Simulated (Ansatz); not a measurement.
Runs of Ansatz 0.2.0 on SnTe. The structure is cubic, space group Pm-3m (No. 221). The conventional cell has a = 3.905 Å, b = 3.905 Å, c = 3.905 Å, α = 90.00°, β = 90.00°, γ = 90.00°. Around Te (site symmetry m-3m) lie 8 Sn at 3.38 Å. Sn (site symmetry m-3m) has 8 Te at 3.38 Å as nearest neighbours. Measurements of this composition are mostly on another form, of space group No. 225.

```csv
task,level,cell,smearing,gap on the mesh (eV),pressure (GPa),relaxed volume (Å³/atom)
relaxation of cell and atoms,BLYP+D3(BJ),relaxed,fermi-dirac 0.05 eV,none,0.0,28.80
single point,PBE,as given,gaussian 0.03 eV,none,-1.1,-
relaxation of cell and atoms,BLYP+D4,relaxed,fermi-dirac 0.05 eV,none,0.0,(a)
single point,PBE,as given,gaussian 0.029 eV,none,-1.1,-
```

Alike in all rows: potentials or basis Ansatz PAW; no spin polarisation; k mesh 7 × 7 × 7; cutoff (eV) 420.

Task: Estimate the missing entries.

Result: (a) 31.10.

Caveats: the plane-wave basis is chosen anew once the cell has moved, so the energies of steps on either side of that aren't comparable (some runs); pairwise dispersion overbinds metals, which lowers pressure and volume (some runs); the PAW data sets come from PBE, with cores solved anew for the run's functional, which leaves a small shift of forces and pressure (some runs).

A k mesh can miss the band edges, and the runs leave out spin-orbit coupling on Sn, Te.

A gap of «none» marks a metal or a gap under the smearing width.
